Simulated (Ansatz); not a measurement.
**Cu in Ansatz: the effect of target pressure**

The system is Cu.

```
Cu
1.0
     2.53076    0.00000    0.00000
    -1.26538    2.19171    0.00000
     0.00000    0.00000    8.26182
Cu
4
Cartesian
  1.2654 0.7306 6.1964
  0.0000 0.0000 4.1309
  0.0000 1.4611 2.0655
  0.0000 0.0000 0.0000
```

This isn't the form of Cu at room conditions, which is fcc.

Alike in all runs:

* Program: Ansatz 0.2.0
* Task: relaxation of cell and atoms
* Functional: PBEsol
* Potentials or basis: all-electron LAPW, scalar-relativistic
* Basis error allowed: 0.002 eV/atom
* k mesh: 12 × 12 × 4
* Occupations: fermi-dirac, width 0.05 eV
* Spin: no spin polarisation

Each run relaxes the cell or the atoms first.

```tsv
target pressure	relaxed volume (Å³/atom)
0 GPa	11.32
5 GPa	11.01
10 GPa	?
20 GPa	10.30
30 GPa	9.95
```

Question: What does the run with target pressure 10 GPa give?

Answer: Relaxed volume 10.75 Å³/atom.

Worked out: In Murnaghan's law V^(-B') rises as a straight line in P. The other rows fit best with B' = 4.9, V0 = 11.32 Å³/atom and B0 = 167 GPa, which gives 10.74 Å³/atom at 10 GPa, against the run's 10.75.
